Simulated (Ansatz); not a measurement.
**NaCl under changes of volume**

One of the cells (21.813 Å³/atom); the others are scaled copies at fixed shape and fractional positions:

```xyz
2
Lattice="0.0000 2.7941 2.7941 2.7941 0.0000 2.7941 2.7941 2.7941 0.0000" Properties=species:S:1:pos:R:3 pbc="T T T"
Cl    2.7941    2.7941    2.7941
Na    0.0000    0.0000    0.0000
```

The cell is a database's computed one.

```yaml
Program: Ansatz 0.2.0
Functional: PBE-EpsX
Potentials_or_basis: Ansatz PAW
Cutoff: "420 eV (not typed: the program's choice for these potentials)"
k_mesh: 4 × 4 × 4
Occupations: fermi-dirac, width 0.05 eV
Spin: no spin polarisation
```

| volume (Å³/atom) | energy over the lowest point (meV/atom) | gap on the mesh (eV) |
| --- | --- | --- |
| 20.504 | 53.83 | 8.80 |
| 20.940 | 40.20 | 8.72 |
| 21.376 | 28.70 | 8.65 |
| 21.813 | 19.12 | 8.58 |
| 22.249 | ? | ? |
| 22.685 | 4.93 | 8.45 |
| 23.121 | 0.00 | 8.40 |

Task: What does the run at 22.249 Å³/atom give?

Result: Energy over the lowest point 11.26 meV/atom; gap on the mesh 8.51 eV.

Worked out: A Birch-Murnaghan fit of order 3 (a polynomial in V^(-2/3)) to the other rows has no minimum within the range. It gives 11.25 meV/atom at 22.249 Å³/atom, against the run's 11.26. Pressures are left out, since they don't match the slope of the energies. A straight line through the other rows of the gap, of slope -3.34 eV per unit of ln V (its deformation potential), gives 8.52 eV, against the run's 8.51.

Energies are extrapolated to zero smearing.

Caveats: all runs use coarse meshes; the PAW data sets come from PBE, with cores solved anew for the run's functional, which leaves a small shift of forces and pressure; the thresholds are loose for stress.
